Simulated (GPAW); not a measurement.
Runs of GPAW 26.7.0 on Te. Symmetry: P3_121, No. 152, trigonal system. The conventional cell has a = 4.454 Å, b = 4.454 Å, c = 5.924 Å, α = 90.00°, β = 90.00°, γ = 120.00°. Te (site symmetry 2) has 2 Te at 2.86 Å as nearest neighbours. 

```csv
task,level,potentials or basis,spin,cell,k mesh,cutoff (eV),smearing,eigensolver,maxiter,band path,band points,spin axis theta (degrees),mesh quality,gap on the mesh (eV),pressure (GPa),relaxed volume (Å³/atom),largest force (eV/Å)
band structure,TPSS,"GPAW PAW data sets (gpaw-data 1.2.1), pw","SOC, no magnetisation",as given,5 × 5 × 3,600,fermi-dirac 0.05 eV,davidson,150,"GMKGALHA,LM,KH",60,90,not flagged,-,0.6,-,-
relaxation of cell and atoms,BLYP+D4,"PAW data sets generated in the run's folder for this functional, pw",off,relaxed,7 × 7 × 5,600,fermi-dirac 0.05 eV,davidson,150,-,-,-,not flagged,0.47,-0.1,33.36,0.02
band structure,C09-vdW,"GPAW PAW data sets (gpaw-data 1.2.1), pw","SOC, no magnetisation",as given,5 × 5 × 3,600,fermi-dirac 0.05 eV,-,150,"GMKGALHA,LM,KH",60,0,not flagged,-,-,-,0.17
relaxation of cell and atoms,BLYP+D3(BJ),"PAW data sets generated in the run's folder for this functional, pw",off,relaxed to 10 GPa,7 × 7 × 5,600,fermi-dirac 0.05 eV,davidson,150,-,-,-,not flagged,(a),10.0,-,-
relaxation of cell and atoms,r2SCAN+D3(BJ),"GPAW PAW data sets (gpaw-data 1.2.1), pw",off,relaxed,5 × 5 × 3,600,fermi-dirac 0.05 eV,-,150,-,-,-,not flagged,(b),0.0,33.89,0.02
single point,LDA,"the program's PAW data sets (release 1.2.1) made for this functional, pw",off,as given,7 × 7 × 5,600,gaussian 0.02 eV,-,150,-,-,-,not flagged,0.57,-2.4,-,0.01
relaxation of cell and atoms,revPBE+D4,"the program's PAW data sets (release 1.2.1) made for this functional, pw",off,relaxed to -2 GPa,7 × 7 × 5,600,fermi-dirac 0.05 eV,-,150,-,-,-,not flagged,(c),-2.1,-,0.03
single point,PBEsol0,"GPAW PAW data sets (gpaw-data 1.2.1), pw",off,as given,3 × 3 × 2,450,fermi-dirac 0.05 eV,-,60,-,-,-,coarse,1.24,-,-,0.65
relaxation of cell and atoms,revPBE+D3(BJ),"the program's PAW data sets (release 1.2.1) made for this functional, pw",off,relaxed,7 × 7 × 5,600,fermi-dirac 0.05 eV,-,150,-,-,-,not flagged,0.41,-0.2,30.76,0.05
relaxation of cell and atoms,LDA,"the program's PAW data sets (release 1.2.1) made for this functional, pw",off,relaxed to 1 GPa,7 × 7 × 5,600,fermi-dirac 0.05 eV,-,150,-,-,-,not flagged,0.33,0.8,-,0.05
band structure,PBEsol,"PAW data sets generated in the run's folder for this functional, pw",off,as given,7 × 7 × 5,600,fermi-dirac 0.05 eV,-,150,"GMKGALHA,LM,KH",60,-,not flagged,-,-1.3,-,0.07
```

Question: Fill in the values left out.

Answer: (a) none; (b) 1.10; (c) 0.52.

Caveats: some runs use coarse meshes; spin-orbit coupling is left out, which moves the levels of the heavy elements (some runs); an odd mesh through Γ misses points on the zone boundary, where band edges often lie (some runs); later steps reuse the first step's grids (some runs); the PAW data sets were made with another functional, which shifts forces and pressure a little (some runs); spin-orbit coupling was added after a scalar SCF, so levels and gaps hold it while energy, forces, pressure and moments don't (some runs); this program's spin-orbit splittings come out too wide for heavy elements (some runs); the volume moved by over 15 % at a fixed basis, so the end points are rough (some runs).

A k mesh can miss the band edges, and rows without SOC leave out spin-orbit coupling on Te.

Runs at the PBE level aren't shown here.
